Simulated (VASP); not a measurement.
Input of a VASP 6.6.1 run:

Contents of INCAR:

```
ALGO = Normal
EDIFF = 1E-7
EDIFFG = -0.002
ENCUT = 520
GGA = PE
IBRION = 2
ISIF = 3
ISMEAR = 0
ISPIN = 2
LASPH = True
LCHARG = False
LDAU = True
LDAUJ = 0 0
LDAUL = 2 -1
LDAUPRINT = 1
LDAUTYPE = 2
LDAUU = 8.2 0
LMAXMIX = 4
LORBIT = 11
LREAL = False
LWAVE = False
MAGMOM = 2 -2 0 0
NELM = 120
NSW = 80
PREC = Accurate
SIGMA = 0.02
```

The input KPOINTS:

```
k-points
0
Gamma
  12 12 12
```

File POSCAR:

```
NiO
1.0
    0.0000000000      2.0859016400      2.0859016400
    2.0859016400      0.0000000000      2.0859016400
    4.1718032800      2.0859016400     -2.0859016400
Ni O
2 2
Direct
    0.0000000000      0.0000000000      0.0000000000
    0.5000000000      0.0000000000      0.5000000000
    0.7500000000      0.5000000000      0.2500000000
    1.2500000000      0.5000000000      0.7500000000
```

Potentials or basis: VASP PAW PBE potentials, release 64 (Ni, O).

Run with:

```sh
$ cat potpaw_PBE.64/Ni/POTCAR potpaw_PBE.64/O/POTCAR > POTCAR
$ mpirun -np 1 vasp_std > vasp.out
```

(1) What does it give for the site moments?

(2) Estimate the band gap on the k mesh.

(3) What does it give for the net moment?

## Answers

(1) Ni +1.84, -1.84; O +0.00 μB.

(2) 3.67 eV.

(3) 0.00 μB per cell.
